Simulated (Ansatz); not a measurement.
Input and command of a calculation in Ansatz (plane waves; scalar-relativistic PAW potentials unless the input names others):

```yaml
crystal:
  lattice:
    - [-2.8930835326, 2.8930835326, 2.8930835326]
    - [2.8930835326, -2.8930835326, 2.8930835326]
    - [2.8930835326, 2.8930835326, -2.8930835326]
  atoms:
    - { symbol: Al, position: [0.5, 0.5, 0.0] }
    - { symbol: Al, position: [0.0, 0.0, 0.0] }
    - { symbol: Al, position: [0.0, 0.5, 0.5] }
    - { symbol: Al, position: [0.5, 0.0, 0.5] }
    - { symbol: Ni, position: [0.5549928904, 0.5549928904, 0.6099857809] }
    - { symbol: Ni, position: [0.0, 0.0, 0.5] }
    - { symbol: Ni, position: [0.0, 0.5, 0.0] }
    - { symbol: Ni, position: [0.5, 0.0, 0.0] }
basis:
  ecutwfc: 420
kpoints:
  mp_grid: { grid: [14, 14, 14] }
hamiltonian:
  xc: pbe
  hubbard: { sites: [{ species: Ni, l: f, u_eff: 4.0 }] }
scf:
  occupations: { method: gaussian, width: 0.15 }
  max_iter: 60
output:
  forces: true
  eigenvalues: true
  stress: true
```

```bash
ansatz run input.yaml --threads 1 --pin off --max-ram 2560MiB --backend cpu --events-out ev --progress --plain --runs-dir out
```

**Question.** What is wrong with this input?

**Answer.** The program refuses it, because of a U on a shell that isn't there (hamiltonian.hubbard: not typed → {"sites": [{"species": "Ni", "l": "f", "u_eff": 4.0}]}). Without that key it is accepted.

Abridged log:
```
Error: inconsistent input (hamiltonian.hubbard.sites[].l, hamiltonian.hubbard.sites[].shell): the file of Ni doesn't list 4f, and it can't be added: PBE doesn't bind the shell 4f of the free atom, whose level lies at +1.11 eV. Type an atom or ion with it (hamiltonian.pseudopotentials.projection_atoms), take another file or name another shell
```